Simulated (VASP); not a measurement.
A run of VASP 6.6.1:

File INCAR:

```
PREC = Accurate
ENCUT = 600
EDIFF = 1E-6
ISMEAR = 1
SIGMA = 0.1
LREAL = False
LASPH = True
NELM = 80
ALGO = Normal
ISIF = 3
LWAVE = False
LCHARG = False
GGA = PE
IBRION = 2
NSW = 90
EDIFFG = -0.01
```

KPOINTS

```
Automatic mesh
0
Gamma
  12 12 7
```

POSCAR

```
Te2Pt
1.0
    4.0100000000      0.0000000000      0.0000000000
   -2.0050000000      3.4727618692      0.0000000000
    0.0000000000      0.0000000000      5.2010000000
Te Pt
2 1
Direct
    0.3333333333      0.6666666667      0.2500000000
    0.6666666667      0.3333333333      0.7500000000
    0.0000000000      0.0000000000      0.0000000000
```

Potentials or basis: VASP PAW PBE potentials, release 64 (Te, Pt).

Command:

```sh
$ cat potpaw_PBE.64/Te/POTCAR potpaw_PBE.64/Pt/POTCAR > POTCAR
$ mpirun -np 1 vasp_std > vasp.out
```

Hardware: 1 thread of AMD EPYC 9R45 96-Core Processor (Zen 5), with other jobs on the host.

How long does it take, and how much memory?

It took 6.5 min on 1 thread of AMD EPYC 9R45 96-Core Processor (Zen 5), with other jobs on the host, peak memory 0.3 GiB. Counts: scf iterations 74, k points 112, ion steps 10.
